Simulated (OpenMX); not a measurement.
Ti:

```
Ti
1.0
     2.95000    0.00000    0.00000
    -1.47500    2.55477    0.00000
     0.00000    0.00000    4.68000
Ti
2
Direct
  0.66667 0.33333 0.75000
  0.33333 0.66667 0.25000
```

Base run:

- Program: OpenMX 3.8.5
- Functional: PBE
- Potentials or basis: OpenMX 2013 PBE set, Ti7.0-s2p2d1, grid cutoff 560 Ry
- k mesh: 7 × 7 × 5
- Occupations: fermi-dirac, width 0.05 eV
- Spin: no spin polarisation

Its results: pressure -4.8 GPa; largest force 0.026 eV/Å.

Problem. The run is repeated on the same cell with these changes: potentials or basis from OpenMX 2013 PBE set, Ti7.0-s2p2d1, grid cutoff 560 Ry to OpenMX 2013 PBE set, Ti7.0-s3p2d2, grid cutoff 400 Ry; k mesh from 7 × 7 × 5 to 11 × 11 × 7. What comes out?

Solution. Pressure -2.3 GPa; largest force 0.027 eV/Å.

Caveats: the basis of atomic orbitals isn't converged, which shifts pressures, moduli and gaps; the transition metal has a single d function, too few for pressures, volumes and moments (some runs).
